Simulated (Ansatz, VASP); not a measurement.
**LiF (db): VASP beside Ansatz**

Contents of INCAR:

```
  ALGO = Normal
  EDIFF = 1E-6
  ENCUT = 520
  GGA = PE
  ISIF = 2
  ISMEAR = 0
  LASPH = True
  LCHARG = False
  LREAL = False
  LWAVE = False
  NBANDS = 12
  NELM = 100
  PREC = Accurate
  SIGMA = 0.02
```

Contents of KPOINTS:

```
k-points
0
Gamma
  10 10 10
```

The input POSCAR:

```
LiF
1.0
    0.0000000000      2.0140000000      2.0140000000
    2.0140000000      0.0000000000      2.0140000000
    2.0140000000      2.0140000000      0.0000000000
Li F
1 1
Direct
    0.0000000000      0.0000000000      0.0000000000
    0.5000000000      0.5000000000      0.5000000000
```

Input for Ansatz:

```yaml
crystal:
  lattice:
    - [0.0, 2.014, 2.014]
    - [2.014, 0.0, 2.014]
    - [2.014, 2.014, 0.0]
  atoms:
    - { symbol: Li, position: [0.0, 0.0, 0.0] }
    - { symbol: F, position: [0.5, 0.5, 0.5] }
basis:
  ecutwfc: 420
kpoints:
  mp_grid: { grid: [10, 10, 10] }
hamiltonian:
  xc: pbe
  pseudopotentials: { kind: paw }
scf:
  occupations: { method: gaussian, width: 0.02 }
output:
  forces: true
  stress: true
  eigenvalues: true
  write_density: true
  write_potential: true
  elf: true
  volumetric_format: npy
```

Alike in both runs: task single point; functional PBE; k mesh 10 × 10 × 10; occupations gaussian, width 0.02 eV; no spin polarisation.

|  | VASP | Ansatz |
| --- | --- | --- |
| version | VASP 6.6.1 | Ansatz 0.2.0 |
| potentials or method | VASP PAW PBE potentials, release 64 (Li_sv, F) | scalar-relativistic, plane waves, PAW |
| plane-wave cutoff (eV) | 520 | 420 |
| valence electrons in the cell | 10 | 10 |

```tsv
	VASP	Ansatz	Ansatz less VASP
gap on the k mesh at the Fermi level (eV)	9.09	9.09	+0.002
least direct gap on the mesh (eV)	9.09	9.09	+0.002
```

 A k mesh can miss the band edges.
